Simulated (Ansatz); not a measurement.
# W3C: the cost of one run

Method: DFT PBE, scalar-relativistic, plane waves, PAW, in Ansatz 0.2.0.

1 further run of the same task is left out (it didn't finish). Runs told in other sessions of the task aren't counted.

### 1 The structure to begin with

Symmetry: P6/mmm, No. 191, hexagonal system. Conventional cell: a = 4.277 Å, b = 4.277 Å, c = 3.990 Å, α = 90.00°, β = 90.00°, γ = 120.00°. Around W (site symmetry 6/mmm) lie 2 C at 1.99 Å. W (site symmetry -6m2) is surrounded by 3 C at 2.47 Å and 3 W at 2.47 Å. C (site symmetry 6/mmm) has 8 W at 1.99 to 2.47 Å in its first shell of neighbours.

As a file:

```cif
data_structure
_symmetry_space_group_name_H-M 'P6/mmm'
_symmetry_Int_Tables_number 191
_cell_length_a 4.2773
_cell_length_b 4.2773
_cell_length_c 3.9900
_cell_angle_alpha 90.000
_cell_angle_beta 90.000
_cell_angle_gamma 120.000
_cell_volume 63.22
loop_
_atom_site_label
_atom_site_type_symbol
_atom_site_symmetry_multiplicity
_atom_site_Wyckoff_symbol
_atom_site_fract_x
_atom_site_fract_y
_atom_site_fract_z
_atom_site_occupancy
W1 W 1 b 0.00000 0.00000 0.50000 1
W2 W 2 c 0.33333 0.66667 0.00000 1
C1 C 1 a 0.00000 0.00000 0.00000 1
```

The cell was relaxed beforehand at this level, from a database cell with other species swapped in; it is a trial structure. At a tolerance of 0.05 Å it has space group P6/mmm (No. 191); it has 15.80 Å³/atom, an uncorrected energy of +1.41 eV/atom over the elements.

### 2 Electronic structure at the relaxed geometry

The input, input.yaml:

```yaml
crystal:
  lattice:
    - [4.2772779144, 0.0, 0.0]
    - [-2.1386389572, 3.7042313329, 0.0]
    - [0.0, 0.0, 3.9899590108]
  atoms:
    - { symbol: W, position: [0.0, 0.0, 0.5] }
    - { symbol: W, position: [0.3333333333, 0.6666666667, 0.0] }
    - { symbol: W, position: [0.6666666667, 0.3333333333, 0.0] }
    - { symbol: C, position: [0.0, 0.0, 0.0] }
basis:
  ecutwfc: 420
kpoints:
  mp_grid: { grid: [12, 12, 10] }
  band_path:
    path:
      - [[0.0, 0.0, 0.0], [0.5, 0.0, 0.0], [0.33333333, 0.33333333, 0.0], [0.0, 0.0, 0.0], [0.0, 0.0, 0.5], [0.5, 0.0, 0.5], [0.33333333, 0.33333333, 0.5], [0.0, 0.0, 0.5]]
      - [[0.5, 0.0, 0.5], [0.5, 0.0, 0.0]]
      - [[0.33333333, 0.33333333, 0.5], [0.33333333, 0.33333333, 0.0]]
    npoints: 14
hamiltonian:
  xc: pbe
scf:
  occupations: { method: gaussian, width: 0.1 }
  n_extra_bands: 10
output:
  forces: true
  stress: true
  eigenvalues: true
  populations: true
  dos: { projected: true, de: 0.02, nscf_kmesh: { grid: [15, 15, 12] } }
  bader: true
  write_density: true
  write_potential: true
  elf: true
  volumetric_format: npy
```

Command:

```console
ansatz run input.yaml --threads 1 --pin off --max-ram 2560MiB --backend cpu --events-out ev --progress --plain --runs-dir out
```

Q: Estimate wall time and peak memory on 1 thread of Intel Xeon at 2.50GHz (Skylake/Cascade Lake), shared host.

About 2.8 min, with a peak of 0.53 GiB.
